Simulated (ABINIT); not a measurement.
Write the native input for ABINIT 10.8.3 (patched build) that does the following.

```yaml
Task: single point
Functional: PBEsol
Potentials_or_basis: JTH PAW PBE v2.0
Cutoff: 707 eV
k_mesh: 9 × 9 × 5
Occupations: fermi-dirac, width 0.05 eV
Spin: no spin polarisation
Fine-grid_cutoff: 1306.15 eV
```

Crystal: CuO.

```
Cu O
1.0
     2.87950    0.00000    0.00000
     0.03907    2.87928    0.00000
     0.01750    0.01724    5.17634
Cu O
2 2
Direct
  0.00000 0.50000 0.00000
  0.50000 0.00000 0.50000
  0.99842 0.00167 0.74989
  0.00158 0.99833 0.25011
```

The cell comes from a database or a generator and needn't be the stable form of this composition.

One way to write it, as run:

run.abi

```
# Pseudopotentials
pp_dirpath "./"
pseudos "Cu.GGA_PBE-JTH.xml, O.GGA_PBE-JTH.xml"

# Structure
acell 2.8795009639 2.8795445824 5.1763974908 Angstrom
rprim
     1.0000000000     0.0000000000     0.0000000000
     0.0135690756     0.9999079359     0.0000000000
     0.0033798383     0.0033314483     0.9999887390
ntypat 2
znucl 29 8
natom 4
typat 1 1 2 2
xred
     0.0000000000     0.5000000000     0.0000000000
     0.5000000000     0.0000000000     0.5000000000
     0.9984239700     0.0016717800     0.7498871000
     0.0015760300     0.9983282200     0.2501129000
chkprim 0
chksymtnons 0
tolsym 1.0e-6

# Plane-wave basis
ecut 26.0
pawecutdg 48.0
pawxcdev 0

# k points
kptopt 1
ngkpt 9 9 5
nshiftk 1
shiftk 0.0 0.0 0.0

# Exchange and correlation
ixc -116133

# Bands and occupations
nband 30
occopt 3
tsmear 0.05 eV

# SCF cycle
nstep 100
tolvrs 1.0e-9

# Output
iomode 3
prtwf 0
prtden 0
prteig 0
prtebands 0
```

Potentials or basis: JTH PAW PBE v2.0.

The run is started by

```sh
$ abinit run.abi > log 2>&1
```

It gave:

```
Pressure                                              : -1.8 GPa
Largest force                                         : 0.013 eV/Å
Band gap on the k mesh                                : none (metal or under the smearing width)
Valence electrons inside the program's atomic spheres : Cu 17.33; O 4.50
```

Caveat: the PAW data sets were made with another functional, which shifts forces and pressure a little; the run has no spin polarisation, though such a crystal can be magnetic; semilocal functionals often make such compounds metallic where correlation or magnetic order opens a gap, which also shifts bond lengths.

It took 5 min on 1 thread of AMD EPYC 9R45 96-Core Processor (Zen 5), on a shared host, peak memory 0.38 GiB.
